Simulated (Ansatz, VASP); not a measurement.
# TiH6: VASP beside Ansatz

```
CELL_PARAMETERS angstrom
3.27195 0.00000 0.00000
0.00000 3.27195 0.00000
0.00000 0.00000 3.27195
ATOMIC_POSITIONS crystal
Ti 0.00000 0.00000 0.00000
H 0.50000 0.50000 0.14332
H 0.50000 0.50000 0.85668
H 0.14332 0.50000 0.50000
H 0.85668 0.50000 0.50000
H 0.50000 0.14332 0.50000
H 0.50000 0.85668 0.50000
```

Change from the starting cell: species swapped into the ErB6 type (Pm-3m, No. 221).

Alike in both runs: functional PBE; k mesh 6 × 6 × 6; occupations gaussian, width 0.1 eV; no spin polarisation.

Ansatz relaxed the structure, and its values are those at the end. VASP's run is a single point on that final structure, the one shown.

|  | VASP | Ansatz |
| --- | --- | --- |
| version | VASP 6.6.1 | Ansatz 0.2.0 |
| potentials or method | VASP PAW PBE potentials, release 64 (Ti_sv, H) | scalar-relativistic, plane waves, PAW |
| plane-wave cutoff (eV) | 520 | 420 |
| valence electrons in the cell | 18 | 18 |

Ansatz gave:

```
gap on the k mesh at the Fermi level (eV) : none
pressure (GPa)                            : -0.1
rms of the force components (eV/Å)        : 0.016
```

Question: Estimate VASP's values.

Answer: gap on the k mesh at the Fermi level (eV): none; pressure (GPa): -0.3; rms of the force components (eV/Å): 0.016.

A gap of «none» marks a metal or a gap that the smearing closes.
